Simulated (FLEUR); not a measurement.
Input of a FLEUR MaX-R8.1 (later development tree) run:

inp.xml

```xml
<?xml version="1.0" encoding="UTF-8" standalone="no"?>
<fleurInput fleurInputVersion="0.39">
   <comment>
      SnO                                                                                                 
   </comment>
   <calculationSetup>
      <cutoffs Kmax="4.8" Gmax="14.9" GmaxXC="14.9" numbands="0"/>
      <scfLoop itmax="60" minDistance="0.00001" maxIterBroyd="15" imix="Anderson" alpha="0.05" precondParam="0.0" spinf="2.0" sdNocoIR="T"/>
      <coreElectrons ctail="T" frcor="F" kcrel="0" coretail_lmax="0"/>
      <xcFunctional name="pbe" relativisticCorrections="F"/>
      <magnetism jspins="1"/>
      <soc l_soc="F" theta="0.0" phi="0.0" spav="F"/>
      <expertModes spex="0" secvar="F"/>
      <geometryOptimization l_f="F" forcealpha="1.0" forcemix="BFGS" epsdisp="0.00001" epsforce="0.00001"/>
      <ldaU l_linMix="F" mixParam="0.05" spinf="1.0"/>
   </calculationSetup>
   <cell>
      <bzIntegration valenceElectrons="56.0" mode="hist" fermiSmearingEnergy="0.00183747">
         <kPointListSelection listName="default-1"/>
         <!-- k-points included here -->
         <xi:include xmlns:xi="http://www.w3.org/2001/XInclude" href="kpts.xml"> </xi:include>
      </bzIntegration>
      <!-- symmetry operations included here -->
      <xi:include xmlns:xi="http://www.w3.org/2001/XInclude" href="sym.xml"> </xi:include>
      <bulkLattice scale="1.0">
         <bravaisMatrix>
            <row-1>    6.6902371391058892     0.0000000000000000     0.0000000000000000</row-1>
            <row-2>    0.0000000000000000     6.6902371391058892     0.0000000000000000</row-2>
            <row-3>    0.0000000000000000     0.0000000000000000     8.5729474876606329</row-3>
         </bravaisMatrix>
      </bulkLattice>
   </cell>
   <atomSpecies>
      <species name="Tin (Sn)" element="Sn" atomicNumber="50">
         <mtSphere radius="2.08" gridPoints="695" logIncrement="0.018"/>
         <atomicCutoffs lmax="8" lnonsphr="8"/>
         <electronConfig flipSpins="F">
            <coreConfig>(1s1/2) (2s1/2) (2p1/2) (2p3/2) (3s1/2) (3p1/2) (3p3/2) (3d3/2) (3d5/2)</coreConfig>
            <valenceConfig>(4s1/2) (4p1/2) (4p3/2) (5s1/2) (4d3/2) (4d5/2) (5p1/2) (5p3/2)</valenceConfig>
            <stateOccupation state="(5p1/2)" spinUp="0.333333" spinDown="0.333333"/>
            <stateOccupation state="(5p3/2)" spinUp="0.666667" spinDown="0.666667"/>
         </electronConfig>
         <energyParameters s="5" p="5" d="4" f="4"/>
         <lo type="SCLO" l="0" n="4" eDeriv="0"/>
         <lo type="SCLO" l="1" n="4" eDeriv="0"/>
         <lo type="SCLO" l="1" n="4" eDeriv="1"/>
         <lo type="SCLO" l="2" n="4" eDeriv="2"/>
         <lo type="SCLO" l="3" n="4" eDeriv="2"/>
      </species>
      <species name="Oxygen (O)" element="O" atomicNumber="8">
         <mtSphere radius="1.5" gridPoints="503" logIncrement="0.021"/>
         <atomicCutoffs lmax="8" lnonsphr="8"/>
         <electronConfig flipSpins="F">
            <coreConfig>(1s1/2)</coreConfig>
            <valenceConfig>(2s1/2) (2p1/2) (2p3/2)</valenceConfig>
            <stateOccupation state="(2p1/2)" spinUp="0.666667" spinDown="0.666667"/>
            <stateOccupation state="(2p3/2)" spinUp="1.333333" spinDown="1.333333"/>
         </electronConfig>
         <energyParameters s="2" p="2" d="3" f="4"/>
         <lo type="SCLO" l="0" n="2" eDeriv="2"/>
         <lo type="SCLO" l="1" n="2" eDeriv="2"/>
         <lo type="SCLO" l="2" n="3" eDeriv="2"/>
      </species>
   </atomSpecies>
   <atomGroups>
      <atomGroup species="Tin (Sn)">
         <relPos label="                   1">1.000/4.000 -1.000/4.000 -.2353738600</relPos>
         <relPos label="                   2">-1.000/4.000 1.000/4.000 .2353738600</relPos>
         <force calculate="T" relaxXYZ="TTT"/>
      </atomGroup>
      <atomGroup species="Oxygen (O)">
         <relPos label="                   3">-1.000/4.000 -1.000/4.000 .0000000000</relPos>
         <relPos label="                   4">1.000/4.000 1.000/4.000 .0000000000</relPos>
         <force calculate="T" relaxXYZ="TTT"/>
      </atomGroup>
   </atomGroups>
   <output dos="F" band="F" slice="F">
      <checks vchk="F" cdinf="F"/>
      <bandDOS minEnergy="-.5*Htr" maxEnergy="0.5*Htr" sigma="0.015" storeEVData="T"/>
      <vacuumDOS vacdos="F" integ="F" star="F" nstars="0" locx1="0.0" locy1="0.0" locx2="0.0" locy2="0.0" nstm="0" tworkf="0.0"/>
      <unfoldingBand unfoldBand="F" supercellX="1" supercellY="1" supercellZ="1"/>
      <plotting iplot="0" polar="F">
         <plot TwoD="T" vec1="  1.0  0.0  0.0" vec2="  0.0  1.0  0.0" vec3="  0.0  0.0  1.0" zero="  0.0  0.0  0.0" file="plot"/>
      </plotting>
      <chargeDensitySlicing numkpt="0" minEigenval="0.0" maxEigenval="0.0" nnne="0" pallst="F"/>
      <specialOutput eonly="F"/>
      <moessbauerParams electricFieldGradient="T" isomerShift="T" coreHyperfine="T" valenceHyperfine="T"/>
      <magneticCircularDichroism mcd="F" energyLo="-10.0" energyUp="0.0"/>
   </output>
  <!-- We include the file relax.xml here to enable relaxations (see documentation) -->
  <xi:include xmlns:xi="http://www.w3.org/2001/XInclude" href="relax.xml"> <xi:fallback/> </xi:include>
</fleurInput>
```

crystal.txt

```
SnO
&input cartesian=F /
3.5403210296  0.0000000000  0.0000000000
0.0000000000  3.5403210296  0.0000000000
0.0000000000  0.0000000000  4.5366084408
1.8897261246
1.0 1.0 1.0

4
50 0.5000000000  0.0000000000  0.7646261400
50 0.0000000000  0.5000000000  0.2353738600
8 0.0000000000  0.0000000000  0.0000000000
8 0.5000000000  0.5000000000  0.0000000000

&kpt div1=7 div2=7 div3=6 gamma=T /
```

Contents of inp.xml (bands):

```
<?xml version="1.0" encoding="UTF-8" standalone="no"?>
<fleurInput fleurInputVersion="0.39">
   <comment>
      SnO                                                                                                 
   </comment>
   <calculationSetup>
      <cutoffs Kmax="4.8" Gmax="14.9" GmaxXC="14.9" numbands="0"/>
      <scfLoop itmax="60" minDistance="0.00001" maxIterBroyd="15" imix="Anderson" alpha="0.05" precondParam="0.0" spinf="2.0" sdNocoIR="T"/>
      <coreElectrons ctail="T" frcor="F" kcrel="0" coretail_lmax="0"/>
      <xcFunctional name="pbe" relativisticCorrections="F"/>
      <magnetism jspins="1"/>
      <soc l_soc="F" theta="0.0" phi="0.0" spav="F"/>
      <expertModes spex="0" secvar="F"/>
      <geometryOptimization l_f="F" forcealpha="1.0" forcemix="BFGS" epsdisp="0.00001" epsforce="0.00001"/>
      <ldaU l_linMix="F" mixParam="0.05" spinf="1.0"/>
   </calculationSetup>
   <cell>
      <bzIntegration valenceElectrons="56.0" mode="hist" fermiSmearingEnergy="0.00183747">
         <kPointListSelection listName="path-1"/>
         <!-- k-points included here -->
         <xi:include xmlns:xi="http://www.w3.org/2001/XInclude" href="kpts.xml"> </xi:include>
      </bzIntegration>
      <!-- symmetry operations included here -->
      <xi:include xmlns:xi="http://www.w3.org/2001/XInclude" href="sym.xml"> </xi:include>
      <bulkLattice scale="1.0">
         <bravaisMatrix>
            <row-1>    6.6902371391058892     0.0000000000000000     0.0000000000000000</row-1>
            <row-2>    0.0000000000000000     6.6902371391058892     0.0000000000000000</row-2>
            <row-3>    0.0000000000000000     0.0000000000000000     8.5729474876606329</row-3>
         </bravaisMatrix>
      </bulkLattice>
   </cell>
   <atomSpecies>
      <species name="Tin (Sn)" element="Sn" atomicNumber="50">
         <mtSphere radius="2.08" gridPoints="695" logIncrement="0.018"/>
         <atomicCutoffs lmax="8" lnonsphr="8"/>
         <electronConfig flipSpins="F">
            <coreConfig>(1s1/2) (2s1/2) (2p1/2) (2p3/2) (3s1/2) (3p1/2) (3p3/2) (3d3/2) (3d5/2)</coreConfig>
            <valenceConfig>(4s1/2) (4p1/2) (4p3/2) (5s1/2) (4d3/2) (4d5/2) (5p1/2) (5p3/2)</valenceConfig>
            <stateOccupation state="(5p1/2)" spinUp="0.333333" spinDown="0.333333"/>
            <stateOccupation state="(5p3/2)" spinUp="0.666667" spinDown="0.666667"/>
         </electronConfig>
         <energyParameters s="5" p="5" d="4" f="4"/>
         <lo type="SCLO" l="0" n="4" eDeriv="0"/>
         <lo type="SCLO" l="1" n="4" eDeriv="0"/>
         <lo type="SCLO" l="1" n="4" eDeriv="1"/>
         <lo type="SCLO" l="2" n="4" eDeriv="2"/>
         <lo type="SCLO" l="3" n="4" eDeriv="2"/>
      </species>
      <species name="Oxygen (O)" element="O" atomicNumber="8">
         <mtSphere radius="1.5" gridPoints="503" logIncrement="0.021"/>
         <atomicCutoffs lmax="8" lnonsphr="8"/>
         <electronConfig flipSpins="F">
            <coreConfig>(1s1/2)</coreConfig>
            <valenceConfig>(2s1/2) (2p1/2) (2p3/2)</valenceConfig>
            <stateOccupation state="(2p1/2)" spinUp="0.666667" spinDown="0.666667"/>
            <stateOccupation state="(2p3/2)" spinUp="1.333333" spinDown="1.333333"/>
         </electronConfig>
         <energyParameters s="2" p="2" d="3" f="4"/>
         <lo type="SCLO" l="0" n="2" eDeriv="2"/>
         <lo type="SCLO" l="1" n="2" eDeriv="2"/>
         <lo type="SCLO" l="2" n="3" eDeriv="2"/>
      </species>
   </atomSpecies>
   <atomGroups>
      <atomGroup species="Tin (Sn)">
         <relPos label="                   1">1.000/4.000 -1.000/4.000 -.2353738600</relPos>
         <relPos label="                   2">-1.000/4.000 1.000/4.000 .2353738600</relPos>
         <force calculate="T" relaxXYZ="TTT"/>
      </atomGroup>
      <atomGroup species="Oxygen (O)">
         <relPos label="                   3">-1.000/4.000 -1.000/4.000 .0000000000</relPos>
         <relPos label="                   4">1.000/4.000 1.000/4.000 .0000000000</relPos>
         <force calculate="T" relaxXYZ="TTT"/>
      </atomGroup>
   </atomGroups>
   <output dos="F" band="T" slice="F">
      <checks vchk="F" cdinf="F"/>
      <bandDOS minEnergy="-.5*Htr" maxEnergy="0.5*Htr" sigma="0.015" storeEVData="T"/>
      <vacuumDOS vacdos="F" integ="F" star="F" nstars="0" locx1="0.0" locy1="0.0" locx2="0.0" locy2="0.0" nstm="0" tworkf="0.0"/>
      <unfoldingBand unfoldBand="F" supercellX="1" supercellY="1" supercellZ="1"/>
      <plotting iplot="0" polar="F">
         <plot TwoD="T" vec1="  1.0  0.0  0.0" vec2="  0.0  1.0  0.0" vec3="  0.0  0.0  1.0" zero="  0.0  0.0  0.0" file="plot"/>
      </plotting>
      <chargeDensitySlicing numkpt="0" minEigenval="0.0" maxEigenval="0.0" nnne="0" pallst="F"/>
      <specialOutput eonly="F"/>
      <moessbauerParams electricFieldGradient="T" isomerShift="T" coreHyperfine="T" valenceHyperfine="T"/>
      <magneticCircularDichroism mcd="F" energyLo="-10.0" energyUp="0.0"/>
   </output>
  <!-- We include the file relax.xml here to enable relaxations (see documentation) -->
  <xi:include xmlns:xi="http://www.w3.org/2001/XInclude" href="relax.xml"> <xi:fallback/> </xi:include>
</fleurInput>
```

Potentials or basis: all-electron, FLAPW.

Launch:

```console
$ inpgen -f crystal.txt -profile fastHighL
$ # inp.xml edited to the form shown
$ fleur_MPI
$ fleur_MPI   # second run, on inp.xml (bands)
```

Problem. Predict the band gap along the path.

Solution. None (metal or under the smearing width).

Core levels (eV from the Fermi level):
| atom | levels |
| --- | --- |
| 1 Sn | 1s1/2 -28992.0, 2s1/2 -4372.4, 2p1/2 -4083.8, 2p3/2 -3853.2, 3s1/2 -840.9, 3p1/2 -723.7, 3p3/2 -681.6, 3d3/2 -474.5, 3d5/2 -465.8 |
| 2 Sn | 1s1/2 -28992.0, 2s1/2 -4372.4, 2p1/2 -4083.8, 2p3/2 -3853.2, 3s1/2 -840.9, 3p1/2 -723.7, 3p3/2 -681.6, 3d3/2 -474.5, 3d5/2 -465.8 |
| 3 O | 1s1/2 -507.7 |
| 4 O | 1s1/2 -507.7 |

Caveat: spin-orbit coupling is left out, which moves the levels of the heavy elements.
